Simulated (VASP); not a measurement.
# Al under changes of volume

One of the cells (16.438 Å³/atom); the others are scaled copies at fixed shape and fractional positions:

```
Al
1.0
    -1.60176    1.60176    1.60176
     1.60176   -1.60176    1.60176
     1.60176    1.60176   -1.60176
Al
1
Direct
  0.00000 0.00000 0.00000
```

This isn't the form of Al at room conditions, which is fcc.

* Program: VASP 6.6.1
* Functional: PBE
* Potentials or basis: VASP PAW PBE potentials, release 64 (Al)
* Cutoff: 520 eV
* k mesh: 12 × 12 × 12
* Occupations: fermi-dirac, width 0.05 eV
* Spin: no spin polarisation

```tsv
volume (Å³/atom)	energy over the lowest point (meV/atom)	pressure (GPa)
15.149	?	?
15.471	31.74	7.5
15.793	18.58	5.6
16.438	3.05	2.2
16.760	0.10	0.7
17.083	0.00	-0.6
```

Question: What does the run at 15.149 Å³/atom give?

Answer: Energy over the lowest point 48.98 meV/atom; pressure 9.7 GPa.

Worked out: A Birch-Murnaghan fit of order 3 (a polynomial in V^(-2/3)) to the other rows has its minimum at 16.93 Å³/atom with B0 = V·E''(V) = 71 GPa and B' = 3.6. It gives 48.95 meV/atom at 15.149 Å³/atom, against the run's 48.98, and -dE/dV = 9.6 GPa, against 9.7.

Energies are extrapolated to zero smearing.
